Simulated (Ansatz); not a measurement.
# CsBr: properties at the relaxed cell

An exercise on one series of results from a longer session: the logs are not shown, and one member is left open.

The COD entry's cell or inner coordinates are ideal or old and differ from later refinements, so a difference from it is no clean test against experiment.

Method: DFT PBE, scalar-relativistic, plane waves, PAW, in Ansatz 0.2.0.

1 further run of the same task is left out (set aside as unsound or not needed).

### The system as given

Symmetry: Pm-3m, No. 221, cubic system. Conventional cell: a = 4.389 Å, b = 4.389 Å, c = 4.389 Å, α = 90.00°, β = 90.00°, γ = 90.00°. Around Cs (site symmetry m-3m) lie 8 Br at 3.80 Å. Around Br (site symmetry m-3m) lie 8 Cs at 3.80 Å.

Coordinates:

```cif
data_structure
_symmetry_space_group_name_H-M 'Pm-3m'
_symmetry_Int_Tables_number 221
_cell_length_a 4.3893
_cell_length_b 4.3893
_cell_length_c 4.3893
_cell_angle_alpha 90.000
_cell_angle_beta 90.000
_cell_angle_gamma 90.000
_cell_volume 84.56
loop_
_atom_site_label
_atom_site_type_symbol
_atom_site_symmetry_multiplicity
_atom_site_Wyckoff_symbol
_atom_site_fract_x
_atom_site_fract_y
_atom_site_fract_z
_atom_site_occupancy
Cs1 Cs 1 a 0.00000 0.00000 0.00000 1
Br1 Br 1 b 0.50000 0.50000 0.50000 1
```

It is the result of an earlier relaxation at this level (volume 42.28 Å³/atom; gap on the mesh: 4.25 eV).

Set-up of the first run:

File input.yaml:

```yaml
crystal:
  lattice:
    - [4.38930977, 0.0, 0.0]
    - [0.0, 4.38930977, 0.0]
    - [0.0, 0.0, 4.38930977]
  atoms:
    - { symbol: Cs, position: [0.0, 0.0, 0.0] }
    - { symbol: Br, position: [0.5, 0.5, 0.5] }
basis:
  ecutwfc: 420
kpoints:
  mp_grid: { grid: [6, 6, 6] }
  band_path:
    path:
      - [[0.0, 0.0, 0.0], [0.0, 0.5, 0.0], [0.5, 0.5, 0.0], [0.0, 0.0, 0.0], [0.5, 0.5, 0.5], [0.0, 0.5, 0.0]]
      - [[0.5, 0.5, 0.5], [0.5, 0.5, 0.0]]
    npoints: 14
hamiltonian:
  xc: pbe
scf:
  occupations: { method: gaussian, width: 0.02 }
  n_extra_bands: 6
output:
  forces: true
  stress: true
  eigenvalues: true
  populations: true
  dos: { projected: true, de: 0.02, nscf_kmesh: { grid: [9, 9, 9] } }
  bader: true
```

Command:

```console
$ ansatz run input.yaml --threads 1 --pin off --max-ram 2560MiB --backend cpu --events-out ev --progress --plain --runs-dir out
```

Steps of the session up to this table: Bands, states and charges; Band edges anywhere in the zone; Eigenvalues a small step from each edge; The cell scaled to 0.97 of its volume; The cell scaled to 1.03 of its volume; Point at V/V0 = 0.94; The cell scaled to 1.06 of its volume.

One of the session's tables, all rows but one given; the rest of the session is left out.

It belongs to the step «Equation of state». 

| volume (Å³/atom) | energy above the lowest point (meV/atom) | pressure (GPa) | gap on the mesh (eV) |
| --- | --- | --- | --- |
| 39.745 | 6.7 | 0.89 | 4.49 |
| 41.014 | ? | ? | ? |
| 42.282 | 0.0 | 0.00 | 4.25 |
| 43.551 | 1.3 | -0.33 | 4.15 |
| 44.819 | 5.1 | -0.61 | 4.05 |

Q: Estimate the row for volume (Å³/atom) = 41.014 from the others.

Worked estimate for «energy above the lowest point (meV/atom)». A straight line through the neighbours (39.745, 6.7) and (42.282, 0.0) gives 6.7 + (0.0 − 6.7) × (41.014 − 39.745) / (42.282 − 39.745) = 3.3; a parabola fitted to 3 rows on both sides gives 1.8.

The run gave: energy above the lowest point (meV/atom): 1.6; pressure (GPa): 0.41; gap on the mesh (eV): 4.37. In «energy above the lowest point (meV/atom)» the line misses by +1.7 and the parabola by +0.2.
